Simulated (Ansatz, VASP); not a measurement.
One calculation of H10CO5, two programs

```
O H C
1.0
     6.17363    0.00000    0.00000
     0.00000    6.17363    0.00000
     0.00000    0.00000    6.17363
O H C
5 10 1
Cartesian
  2.0162 3.4175 5.8968
  6.5000 1.4766 5.3060
  0.1918 5.3861 0.6537
  2.1344 4.9126 3.5041
  4.5570 1.1270 2.9825
  2.8638 3.0536 6.1985
  1.4223 2.6301 5.6910
  6.1083 1.3055 4.4272
  6.4551 0.6188 5.8109
  0.2121 5.5777 1.6078
  0.8818 4.6971 0.5073
  2.5925 4.3398 2.8680
  2.1234 4.3901 4.3442
  3.6043 0.7934 4.7583
  2.5329 1.2105 3.2483
  3.5494 1.0390 3.6687
```

Alike in both runs: functional PBE; dispersion D3(BJ); k mesh 1 × 1 × 1; occupations fermi-dirac, width 0.05 eV; no spin polarisation.

Ansatz relaxed the structure, and its values are those at the end. VASP's run is a single point on that final structure, the one shown.

|  | VASP | Ansatz |
| --- | --- | --- |
| version | VASP 6.6.1 | Ansatz 0.2.0 |
| potentials or method | VASP PAW PBE potentials, release 64 (O, H, C) | scalar-relativistic, plane waves, PAW |
| plane-wave cutoff (eV) | 520 | 420 |
| valence electrons in the cell | 44 | 44 |

```csv
,VASP,Ansatz,Ansatz less VASP
rms of the force components (eV/Å),0.066,0.079,+0.0125
dispersion energy (meV/atom),-25.8,-25.8,0.00
```

Caveats: the standard files for N, O and F lose accuracy on very short bonds.
